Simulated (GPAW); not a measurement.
# Quasiparticle gap of GaAs (honeycomb monolayer) in GPAW

How does a plane-wave GW calculation on GaAs (honeycomb monolayer) run from the first input to the gap?

Program: GPAW 26.7.0. Level of theory: LDA and many-body steps on it, plane waves. Values are calculated unless marked as measured.

### Step 1. The system as given

The cell holds 2 atoms: 1 Ga and 1 As. Cell: a = 3.972 Å, b = 3.972 Å, c = 11.400 Å, α = 90.0°, β = 90.0°, γ = 120.0°. Vacuum lies along c.

Coordinates:

```cif
data_structure
_symmetry_space_group_name_H-M 'P 1'
_symmetry_Int_Tables_number 1
_cell_length_a 3.9722
_cell_length_b 3.9722
_cell_length_c 11.4000
_cell_angle_alpha 90.000
_cell_angle_beta 90.000
_cell_angle_gamma 120.000
_cell_volume 155.78
loop_
_atom_site_label
_atom_site_type_symbol
_atom_site_fract_x
_atom_site_fract_y
_atom_site_fract_z
_atom_site_occupancy
Ga1 Ga 0.33333 0.66667 0.47502 1
As2 As 0.66667 0.33333 0.52498 1
```

The structure was relaxed with LDA. The runs that relaxed it are not among those shown.

### Step 2. Ground state

This step: GPAW 26.7.0; DFT, LDA, plane waves, PAW.

The ground-state density comes first.

Input file run.py:

```python
import json
import numpy as np
from gpaw.mpi import world
from ase import Atoms
from gpaw import GPAW, PW, FermiDirac

atoms = Atoms(['Ga', 'As'],
    cell=[[3.9722420858, 0.0000000000, 0.0000000000],
      [-1.9861210429, 3.4400625563, 0.0000000000],
      [0.0000000000, 0.0000000000, 11.4000000000]],
    scaled_positions=[[0.3333333333, 0.6666666667, 0.4750242903],
      [0.6666666667, 0.3333333333, 0.5249759961]],
    pbc=(True, True, False))
calc = GPAW(mode=PW(450),
    xc='LDA',
    kpts={'size': (9, 9, 1), 'gamma': True},
    occupations=FermiDirac(0.001),
    nbands=-7,
    convergence={'density': 1e-6, 'bands': -3},
    maxiter=100,
    txt='gs.txt')
atoms.calc = calc
res = {'energy': atoms.get_potential_energy()}
kpts = calc.get_ibz_k_points()
res['kpts'] = kpts
res['eigenvalues'] = [calc.get_eigenvalues(kpt=k) for k in range(len(kpts))]
res['n_electrons'] = calc.get_number_of_electrons()
calc.write('gs.gpw')

if world.rank == 0:
    with open('result.json', 'w') as f:
        json.dump(res, f, default=lambda x: x.tolist())
```

Command:

```console
$ mpirun -n 4 gpaw python run.py
```

Standard output:

```text
__  _  _
 | _ |_)|_||  |
 |__||  | ||/\| - 26.7.0

Input parameters:
  mode=PW(ecut=450.000000),
  convergence={'density': 1e-06, 'bands': -3},
  kpts=MonkhorstPack(size=(9, 9, 1), gamma=True),
  maxiter=100,
  nbands=-7,
  occupations=Occupations(name='fermi-dirac', width=0.001, fixmagmom=False),
  xc=XC(name='LDA')
  [... matrices ...]
Diagonalizing LCAO Hamiltonian
Converting LCAO to pw mode

            As
        Ga

Atoms  # Å, Bohr magnetons
|   | symbol |         x |        y |        z |    initial magnetic moments |
| 0 |     Ga | -0.000000 | 2.293375 | 5.415277 | ( 0.0000,  0.0000,  0.0000) |
| 1 |     As |  1.986121 | 1.146688 | 5.984726 | ( 0.0000,  0.0000,  0.0000) |

Unit cell  # Å
| periodic |         x |        y |         z |   lengths |     angles |
|      yes |  3.972242 | 0.000000 |  0.000000 |  3.972242 |  90.000000 |
|      yes | -1.986121 | 3.440063 |  0.000000 |  3.972242 |  90.000000 |
|       no |  0.000000 | 0.000000 | 11.400000 | 11.400000 | 120.000000 |

Number of symmetries: 6
Symmetry operations  # r_c * U_cc + t_c -> r_c
|   | kind |            matrix            |
| 0 |  σ   |  1, 1, 0,  0,-1, 0,  0, 0, 1 |
| 1 |  E   |  1, 0, 0,  0, 1, 0,  0, 0, 1 |
| 2 |  C3  |  0, 1, 0, -1,-1, 0,  0, 0, 1 |
| 3 |  σ   |  0,-1, 0, -1, 0, 0,  0, 0, 1 |
| 4 |  σ   | -1, 0, 0,  1, 1, 0,  0, 0, 1 |
| 5 |  C3  | -1,-1, 0,  1, 0, 0,  0, 0, 1 |

BZ-sampling:
  Number of BZ points: 81
  Number of IBZ points: 12

  Monkhorst-Pack size: [9, 9, 1]
  Monkhorst-Pack shift: [0, 0, 0]

K-points  # in reciprocal-cell coordinates
|     |                                coordinates |     weight |
|   0 | (  0.00000000,   0.00000000,   0.00000000) | 0.01234568 |
|   1 | (  0.11111111,   0.00000000,   0.00000000) | 0.07407407 |
|   2 | (  0.22222222,  -0.11111111,   0.00000000) | 0.07407407 |
|   3 | (  0.22222222,   0.00000000,   0.00000000) | 0.07407407 |
|   4 | (  0.33333333,  -0.11111111,   0.00000000) | 0.14814815 |
|   5 | (  0.33333333,   0.00000000,   0.00000000) | 0.07407407 |
|   6 | (  0.33333333,   0.33333333,   0.00000000) | 0.02469136 |
|   7 | (  0.44444444,  -0.22222222,   0.00000000) | 0.07407407 |
|   8 | (  0.44444444,  -0.11111111,   0.00000000) | 0.14814815 |
|   9 | (  0.44444444,   0.00000000,   0.00000000) | 0.07407407 |
| ... |                                            |            |
|  11 | (  0.44444444,   0.44444444,   0.00000000) | 0.07407407 |

Plane wave coefficients: 3394
Cutoff: 450.000000 eV

Spin-components: 1 (collinear spins)
Bands:           11
Projectors:      10
Spin-degeneracy: 2
Datatype:        complex128

  Storage: CPU
  Wave functions: 7_051_968 bytes (1_762_992 per core)
  Projectors: 13_462_848 bytes (3_365_712 per core)
  [... matrices ...]
Parallelization:
  kpt:    4
  domain: 1
  band:   1

Density:
  Valence electrons: 8.0
  Components: 1
  Grid points: [20 20 56]
  Charge: 0.0  # |e|

Potential:
  Grid points: [20 20 56]

species:
  Ga:
    name:    Gallium
    Z:       31.0
    valence: 3
    core:    28
    charge:  0.0  # [|e|]
    compensation charges:
      type: gauss
      rc: 0.37  # [Å]
      lmax: 2
    cutoffs:
      filter: 2.06  # [Å]
      core: 4.17  # [Å]
    projectors
    | kind |    occ | energy [eV] | rcut [Å] |
    |   4s |  2.000 |      -9.167 |    1.164 |
    |   4p |  1.000 |      -2.734 |    1.164 |
    |    s |        |      18.045 |    1.164 |
    |    p |        |      24.478 |    1.164 |
    |    d |        |       0.000 |    1.164 |

    Using partial waves for Ga as LCAO basis

  As:
    name:    Arsenic
    Z:       33.0
    valence: 5
    core:    28
    charge:  0.0  # [|e|]
    compensation charges:
      type: gauss
      rc: 0.33  # [Å]
      lmax: 2
    cutoffs:
      filter: 1.87  # [Å]
      core: 2.96  # [Å]
    projectors
    | kind |    occ | energy [eV] | rcut [Å] |
    |   4s |  2.000 |     -14.691 |    1.058 |
    |   4p |  3.000 |      -5.342 |    1.058 |
    |    s |        |      12.520 |    1.058 |
    |    p |        |      21.869 |    1.058 |
    |    d |        |       0.000 |    1.058 |

    Using partial waves for As as LCAO basis

Reference energy: -114227.963927  # eV

eigensolver:
  PPCG
  Converge bands: -3
  niter=2

density mixing:
  MSR1-Mixer
  Pratt-step length: 0.05
  Maximum mixing coefficient: 0.75
  Old densities: 10
  SVD Regularization: 0.005
  Good broyden scale: 1.0
  Trust region scale: 1.0
  Backstep threshold: 4.0
  History deletion threshold: 6.0
  Fourier metric: weight=20.0, sigma=0.015

occupation numbers:
  Fermi-Dirac:
    width: 0.0010  # eV

poisson solver:
  ecut: 3600.000000  # eV

xc functional:
  name: None

Initialization done in: 0.728 s

convergence criteria:
- Maximum integral of absolute [dens]ity change: 1e-06 electrons / valence electron
- Maximum [total energy] change in last 3 cyles: 0.0005 eV / valence electron
- Maximum integral of absolute [eigenst]ate change: 4e-08 eV^2 / valence electron
maximum number of iterations: 100

SCF iterations
|iter     |     time |      energy | eigst |  dens |
|iter:   1|  |   -8.750761 | +0.82 |       |
|iter:   2|  |   -8.706636 | -0.12 | -0.84 |
|iter:   3|  |   -8.524190 | -0.84 | -0.88 |
|iter:   4|  |   -8.516586 | -2.04 | -1.43 |
|iter:   5|  |   -8.515254 | -3.06 | -1.88 |
|iter:   6|  |   -8.514924c| -3.86 | -2.12 |
|iter:   7|  |   -8.514929c| -5.23 | -2.83 |
|iter:   8|  |   -8.514929c| -6.27 | -3.54 |
|iter:   9|  |   -8.514929c| -7.35 | -4.47 |
|iter:  10|  |   -8.514929c| -7.72c| -5.05 |
|iter:  11|  |   -8.514929c| -8.27c| -5.90 |
|iter:  12|  |   -8.514929c| -8.59c| -6.44c|

Converged in 12 steps
SCF loop duration: 1.746 s (0.145 s/step)
Energy contributions relative to reference atoms: (reference = -114227.963927)
  [... matrices ...]
Energy contributions:
  Kinetic:          25.341041
  Coulomb:         -23.106150
  Zero:              0.024345
  External:          0.000000
  Xc:              -10.774166
  Entropy:          -0.000000
  Spinorbit:         0.000000
  ----------------------------
  Free energy:      -8.514929
  Extrapolated:     -8.514929

dipole moment: (-0.137822, 0.079532, -0.077248)  # |e|*Ang

Fermi level: -2.567
Eigenvalues  # (at kpt = [0.000, 0.000, 0.000])
| band index |      eig [eV] | occ [0-2] |
|          0 |       -14.112 |     2.000 |
|          1 |        -5.223 |     2.000 |
|          2 |        -2.784 |     2.000 |
|          3 |        -2.784 |     2.000 |
|          4 |        -1.397 |     0.000 |
|          5 |         0.805 |     0.000 |
|          6 |         2.450 |     0.000 |
|          7 |         2.450 |     0.000 |
|          8 |         2.926 |     0.000 |
|          9 |         3.343 |     0.000 |
|         10 |         5.225 |     0.000 |

Gap: 1.271 eV
Transition (v -> c):
  (s=0, k=6, n=3, [0.33, 0.33, 0.00]) -> (s=0, k=0, n=4, [0.00, 0.00, 0.00])
Direct/indirect transitions are different
Direct gap: 1.387 eV
Transition at: (s=0, k=0, n=3, [0.00, 0.00, 0.00])
vacuum-level: 2.755  # V
# Writing to gs.gpw (mode='')
  [... matrices ...]
```

The job ended after 4.3 s (4 MPI ranks of Arm Neoverse V1, shared host; peak memory 0.66 GiB).

This step gave:

```
total energy               : -8.515 eV
gap                        : 1.271 eV
k of the valence top       : 0.3333, 0.3333, 0
k of the conduction bottom : 0, 0, 0
least direct gap           : 1.387 eV
```

The gap is indirect, with the least direct gap 0.12 eV higher.

### Step 3. Empty states on the mesh, 9×9×1 mesh, 363 bands

The sums over transitions need many empty states on a uniform mesh; this step solves for them.

Input file run.py:

```python
import json
import numpy as np
from gpaw.mpi import world
from gpaw import GPAW

calc = GPAW('gs.gpw').fixed_density(kpts={'size': (9, 9, 1), 'gamma': True},
    parallel={'domain': 1, 'band': 1},
    txt='nscf.txt')
calc.diagonalize_full_hamiltonian(nbands=363)
calc.write('full.gpw', mode='all')
res = {}
kpts = calc.get_ibz_k_points()
res['kpts'] = kpts
res['eigenvalues'] = [calc.get_eigenvalues(kpt=k) for k in range(len(kpts))]
res['n_electrons'] = calc.get_number_of_electrons()

if world.rank == 0:
    with open('result.json', 'w') as f:
        json.dump(res, f, default=lambda x: x.tolist())
```

Command:

```console
$ mpirun -n 4 gpaw python run.py
```

Standard output:

```text
Diagonalizing LCAO Hamiltonian
Converting LCAO to pw mode
convergence criteria:
- Maximum integral of absolute [eigenst]ate change: 4e-08 eV^2 / valence electron
maximum number of iterations: 100

SCF iterations
|iter     |     time |      energy | eigst |  dens |
|iter:   1|  |             | +0.85 |       |
|iter:   2|  |             | +0.03 |       |
|iter:   3|  |             | -0.85 |       |
[...]
|iter:   7|  |             | -5.61 |       |
|iter:   8|  |             | -6.60 |       |
|iter:   9|  |             | -7.48c|       |
SCF steps: 9
  __  _  _
 | _ |_)|_||  |
 |__||  | ||/\| - 26.7.0

Input parameters:
  mode=PW(ecut=450.000000),
  convergence={'density': 1e-06, 'bands': -3},
  gpts=array([20, 20, 56]),
  kpts=MonkhorstPack(size=(9, 9, 1), gamma=True),
  maxiter=100,
  nbands=11,
  occupations=Occupations(name='fermi-dirac', width=0.001, fixmagmom=False),
  parallel={'domain': 1, 'band': 1},
  xc=XC(name='LDA')
Matrix size: 3363x3363
# Writing to full.gpw (mode='all')
  [... matrices ...]

timing:  # [seconds]
  Total: 102.688  # ━━━━━━━━━━━━━━━━━━━━━━━━━━━━━━━━━━━━━━━━━━━━━━━━━━━━━━━━━
```

The job ended after 1.8 min (4 MPI ranks; peak memory 4.4 GiB; 7.1 min of CPU time).

Numbers from this step:

- gap: 1.271 eV
- k of the valence top: 0.3333, 0.3333, 0
- k of the conduction bottom: 0, 0, 0
- least direct gap: 1.387 eV
- k points computed: 12
- lowest point of the top converged band, above the valence top: 99.9551 eV

On this mesh the gap is 1.271 eV.

### Step 4. Screening and self-energy, 9×9×1 mesh, 164 bands, screening to 60 eV

Now the one-shot GW correction: screening in the RPA, then the self-energy of the levels asked for.

This step: G0W0 on LDA, plane waves, PAW.

Input file run.py:

```python
import json
import numpy as np
from gpaw.mpi import world
from gpaw.response.g0w0 import G0W0

gw = G0W0('full.gpw',
    filename='gw',
    kpts=[0, 6],
    bands=(2, 6),
    ecut=60,
    nbands=164,
    truncation='2D',
    integrate_gamma='sphere',
    q0_correction=True,
    frequencies={'type': 'nonlinear', 'domega0': 0.15, 'omega2': 15.0},
    eta=0.1,
    nblocksmax=True)
gw.calculate()
res = {mode: {k: v for k, v in r.items() if k != 'sigma_eskwn'}
       for mode, r in gw.all_results.items()}

if world.rank == 0:
    with open('result.json', 'w') as f:
        json.dump(res, f, default=lambda x: x.tolist())
```

Command:

```console
$ mpirun -n 4 gpaw python run.py
```

Standard output:

```text
Using integrator: PointIntegrator
NonLinearFrequencyDescriptor(from 0.000 to 72.497 eV, 162 points)
Nonperiodic BCs:  [False False  True]
Using integrator: PointIntegrator
NonLinearFrequencyDescriptor(from 0.000 to 72.497 eV, 162 points)
Nonperiodic BCs:  [False False  True]
Applying analytical 2D correction to W:
    Evaluating Gamma point contribution to W on a 13x13x1 grid
  ___  _ _ _
 |   || | | |
 | | || | | |
 |__ ||_____|
 |___|

BZ k-points: Symmetries present (total): 6

  [... matrices ...]
81 k-points: 9 x 9 x 1 Monkhorst-Pack grid
12 k-points in the irreducible part of the Brillouin zone
       k-points in crystal coordinates                weights
   0:     0.00000000    0.00000000    0.00000000          1/81
   1:     0.11111111    0.00000000    0.00000000          6/81
   2:     0.22222222   -0.11111111    0.00000000          6/81
   3:     0.22222222    0.00000000    0.00000000          6/81
   4:     0.33333333   -0.11111111    0.00000000         12/81
   5:     0.33333333    0.00000000    0.00000000          6/81
   6:     0.33333333    0.33333333    0.00000000          2/81
   7:     0.44444444   -0.22222222    0.00000000          6/81
   8:     0.44444444   -0.11111111    0.00000000         12/81
   9:     0.44444444    0.00000000    0.00000000          6/81
          ...
  11:     0.44444444    0.44444444    0.00000000          6/81

Distributing spins, k-points and bands (1 x 2 x 4) over 1 process
Number of blocks: 4

Quasi particle states:
k-points (IBZ indices): [0, 6]
Band range: (2, 6)
  [... matrices ...]
Computational parameters:
Plane wave cut-off: 60 eV
Number of bands: 164
Coulomb cutoff: 2D
Broadening: 0.1 eV

fxc modes: GW
Kernel: RPA
Using full-frequency real axis integration
Summing all q:

Calculating screened Coulomb potential
2D Coulomb truncation
NonLinearFrequencyDescriptor(from 0.000 to 72.497 eV, 162 points)
Removing empty qpoint cache files...

Calculating chi0 body with:
    Ground state adapter containing:
    Number of spins: 1
    Number of kpoints: 81
    Number of irreducible kpoints: 12
    Number of completely occupied states: 4
    Number of partially occupied states: 4
    Occupied states memory: 1.3671875 M / cpu

    Linear response parametrization:
    q_c: [0.0, 0.0, 0.0]
    Number of frequency points: 162
    Planewave cutoff: 60.0
    Number of bands: 164
    Number of planewaves: 177
    Broadening (eta): 0.1
    comm.size: 4
    kncomm.size: 1
    blockcomm.size: 4

    Memory estimate of potentially large arrays:
        chi0_wGG: 19.360725 M / cpu
Integrating chi0 body.

Symmetries of q_c:
    Direct symmetries (Uq -> q): 6
    Indirect symmetries (TUq -> q): 6
In total 12 allowed symmetries.

  [... matrices ...]
12 groups of equivalent kpoints. 85.185185% reduction.

Integral kind: spectral function
Integrating chi0 head and wings.

Symmetries of q_c:
    Direct symmetries (Uq -> q): 6
    Indirect symmetries (TUq -> q): 6
In total 12 allowed symmetries.

  [... matrices ...]
12 groups of equivalent kpoints. 85.185185% reduction.

Integral kind: spectral function wings

Calculating chi0 body with:
    Ground state adapter containing:
    Number of spins: 1
    Number of kpoints: 81
    Number of irreducible kpoints: 12
    Number of completely occupied states: 4
    Number of partially occupied states: 4
    Occupied states memory: 1.3671875 M / cpu

[... the further q-points ...]

Results:
f:      Occupation numbers
eps:     KS-eigenvalues [eV]
vxc:     KS vxc [eV]
exx:     Exact exchange [eV]
sigma:   Self-energies [eV]
dsigma:  Self-energy derivatives
Z:       Renormalization factors
qp:      QP-energies [eV]

k-point 0 (0): (0.000, 0.000, 0.000)                GW
band       f     eps     vxc     exx   sigma  dsigma       Z      qp
                                                                   GW
   2   1.000  -2.784 -15.111 -16.377   0.936  -0.374   0.728  -3.024
   3   1.000  -2.784 -15.111 -16.377   0.936  -0.374   0.728  -3.024
   4   0.000  -1.397 -14.695 -10.674  -2.317  -0.359   0.736  -0.143
   5   0.000   0.805  -6.771  -3.593  -2.470  -0.339   0.747   1.334

k-point 1 (6): (0.333, 0.333, 0.000)                GW
band       f     eps     vxc     exx   sigma  dsigma       Z      qp
                                                                   GW
   2   1.000  -6.023 -12.438 -15.205   2.254  -0.555   0.643  -6.352
   3   1.000  -2.668 -12.634 -14.051   0.914  -0.429   0.700  -3.020
   4   0.000  -0.846 -10.670  -6.852  -2.662  -0.406   0.711  -0.023
   5   0.000   2.746  -7.829  -3.921  -3.239  -0.350   0.741   3.241
```

Wall time 98 s (4 MPI ranks); peak memory 1.5 GiB; 6.5 min of CPU time.

This step gave:

```yaml
g0w0_gap_on_the_mesh: 2.877 eV
least_direct_g0w0_gap_on_the_computed_points: 2.882 eV
z_at_the_valence_top: 0.6998
z_at_the_conduction_bottom: 0.7361
starting_gap_on_the_mesh: 1.271 eV
k_of_the_valence_top: 0.3333, 0.3333, 0
k_of_the_conduction_bottom: 0, 0, 0
```

The gap on the mesh goes from 1.27 eV to 2.88 eV, a correction of +1.61 eV.

Limits: finite bands, cutoff and mesh; no spin-orbit coupling. v1 is the top filled band, c1 the lowest empty one. Levels before and after the correction, in eV, zero at the valence-band top of each column:

|  | conduction bottom | valence top |
| --- | --- | --- |
| Kohn-Sham | 1.27 | 0.00 |
| G0W0 | 2.88 | 0.00 |

|  | level | energy (eV) |
| --- | --- | --- |
| Kohn-Sham | Γ v2-v1 | -0.116 |
| Kohn-Sham | Γ c1 | 1.271 |
| Kohn-Sham | Γ c2 | 3.473 |
| Kohn-Sham | (0.333 0.333 0) v2 | -3.355 |
| Kohn-Sham | (0.333 0.333 0) v1 | 0.000 |
| Kohn-Sham | (0.333 0.333 0) c1 | 1.823 |
| Kohn-Sham | (0.333 0.333 0) c2 | 5.414 |
| G0W0 | Γ v2-v1 | -0.005 |
| G0W0 | Γ c1 | 2.877 |
| G0W0 | Γ c2 | 4.354 |
| G0W0 | (0.333 0.333 0) v2 | -3.332 |
| G0W0 | (0.333 0.333 0) v1 | 0.000 |
| G0W0 | (0.333 0.333 0) c1 | 2.996 |
| G0W0 | (0.333 0.333 0) c2 | 6.261 |

### Step 5. Where the time went

Times are wall times on 4 MPI ranks of Arm Neoverse V1, shared host, good to a factor of about two.

| step | time | share | memory (GiB) |
| --- | --- | --- | --- |
| ground state | 4.3 s | 2 % | 0.66 |
| empty states on the mesh | 1.8 min | 51 % | 4.4 |
| screening and self-energy | 98 s | 47 % | 1.5 |

### Step 6. What came out

```json
{"LDA gap": "1.27 eV, indirect", "G0W0 gap on the mesh": "2.88 eV", "GW settings": "9×9×1 mesh, 164 bands, screening to 60 eV, full frequency, Hilbert transform", "known limits": "short of the basis limit; no spin-orbit coupling"}
```

G0W0 moves the gap on the mesh from 1.27 eV to 2.88 eV (+1.61 eV), with Z of 0.70 and 0.74 at the edges. Bands and cutoff are finite, so the gap stands short of the basis limit, usually by up to a few tenths of an eV; the mesh is an error of its own. In this program the long-wavelength screening can come out low in d oxides and layered crystals. The many-body steps are scalar-relativistic: spin-orbit coupling is not in them.

[Long decimals in the printed logs are rounded to 6 places.]

[Logs are printed without paths, hosts, clocks, repeated set-up lines and the standing remarks that a program may print on its own settings, such as how far it seeks lower states.]

[Paths, hosts, dates, memory and timing lines, banners, echoed tables and standing remarks are left out of the program output; an Ansatz launch command may be rebuilt from the run's recorded settings. Measured values are a selection of at most five: reports struck by readers or far from the other reports are left out. None is set beside runs whose start may be inverted or whose files or cutoffs have a known fault.]

[Runs of the session that timed out or met a known fault of the program may be left out.]

[Hosts, paths, dates, database ids (printed as entryN), source tags and the programs' standing remarks are cut or masked in the printed files.]

[Where the starting crystal was built by hand or by swapping elements, it need not be the compound's stable phase.]
